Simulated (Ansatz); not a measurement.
# Na2S under changes of volume

One of the cells (23.385 Å³/atom); the others are scaled copies at fixed shape and fractional positions:

```xyz
3
Lattice="0.0000 3.2735 3.2735 3.2735 0.0000 3.2735 3.2735 3.2735 0.0000" Properties=species:S:1:pos:R:3 pbc="T T T"
S     0.0000    0.0000    0.0000
Na    4.9102    4.9102    4.9102
Na    1.6367    1.6367    1.6367
```

* Program: Ansatz 0.2.0
* Functional: LDA
* Potentials or basis: Ansatz PAW
* Cutoff: 420 eV (not typed: the program's choice for these potentials)
* k mesh: 6 × 6 × 6
* Occupations: fermi-dirac, width 0.05 eV
* Spin: no spin polarisation

```tsv
volume (Å³/atom)	energy over the lowest point (meV/atom)	pressure (GPa)	gap on the mesh (eV)
21.982	0.00	-0.4	2.44
22.450	2.25	-1.1	2.37
22.918	6.26	-1.6	2.30
23.385	?	?	?
23.853	18.78	-2.6	2.17
24.321	26.97	-3.0	2.12
24.789	36.27	-3.4	2.06
```

Task: What does the run at 23.385 Å³/atom give?

Result: Energy over the lowest point 11.82 meV/atom; pressure -2.2 GPa; gap on the mesh 2.24 eV.

Worked out: A Birch-Murnaghan fit of order 3 (a polynomial in V^(-2/3)) to the other rows has its minimum at 21.68 Å³/atom, just outside them, with B0 = V·E''(V) = 34 GPa and B' = 4.4. It gives 11.82 meV/atom at 23.385 Å³/atom, against the run's 11.82, and -dE/dV = -2.2 GPa, against -2.2. A straight line through the other rows of the gap, of slope -3.16 eV per unit of ln V (its deformation potential), gives 2.24 eV, against the run's 2.24.

Energies are extrapolated to zero smearing.

Caveats: the PAW data sets come from PBE, with cores solved anew for the run's functional, which leaves a small shift of forces and pressure.
